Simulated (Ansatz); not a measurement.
# Phonon dispersion of Bi

All numbers below come from DFT PBE, scalar-relativistic, plane waves, PAW (Ansatz 0.2.0). Cutoff 420 eV, 20×20×16 k-points (Γ-centred), Fermi-Dirac smearing of 0.15 eV. No spin polarisation. Phonons by linear response, acoustic sum rule imposed.

Equilibrium structure at this level:
```yaml
crystal:
  lattice:
    - [3.27810, 0.00000, 0.00000]
    - [0.00000, 3.27810, 0.00000]
    - [0.00000, 0.00000, 3.27886]
  atoms:
    - { symbol: Bi, position: [0.00000, 0.00000, 0.50000] }
```

It was reached by relaxing an invented guess, and it needn't be the stable form of this composition. In a metal, frequencies and elastic constants depend on the k mesh and the smearing, soft modes and shear constants most. Spin–orbit coupling is left out, which matters for heavy elements. This form isn't the element's ground state: it lies 43 meV/atom above the standard structure at this level.

Force constants from linear response on a 4×4×4 q mesh.

Path: Γ–X–M–Γ–R–X | R–M. Only the points of the 4×4×4 mesh were computed; the rest is interpolation, which is rough on so few points. At q = (-0.500, -0.500, -0.500) a computed mode is imaginary, 75i cm⁻¹, so the cell is unstable at this level. Distance along the path (Å⁻¹), then the branches (cm⁻¹, negative for imaginary):
```
0.000  0 0 0
0.120  5 5 25
0.240  10 10 46
0.359  13 13 62
0.479  14 14 71
0.599  13 13 72
0.719  10 10 67
0.839  4 4 60
0.958  -3 -3 57
1.078  5 26 57
1.198  11 48 56
1.318  15 56 63
1.437  17 54 71
1.557  17 51 69
1.677  15 48 61
1.797  13 45 50
1.917  12 44 44
2.086  14 50 51
2.255  18 60 65
2.425  21 68 75
2.594  21 68 77
2.764  19 60 68
2.933  14 44 51
3.102  8 24 27
3.272  0 0 0
3.479  24 24 30
3.687  46 47 56
3.894  64 64 75
4.102  71 71 83
4.309  65 65 76
4.517  33 34 46
4.724  -58 -56 -54
4.932  -75 -73 -73
5.101  -65 -62 -59
5.270  -42 10 28
5.440  22 58 68
5.609  42 67 77
5.779  50 61 70
5.948  46 53 55
6.117  24 28 57
6.287  -3 -3 57
6.287  -75 -73 -73
6.407  -69 -69 -66
6.526  -57 -57 -32
6.646  -35 -35 51
6.766  23 23 69
6.886  40 40 69
7.005  45 45 55
7.125  32 45 45
7.245  12 44 44
```
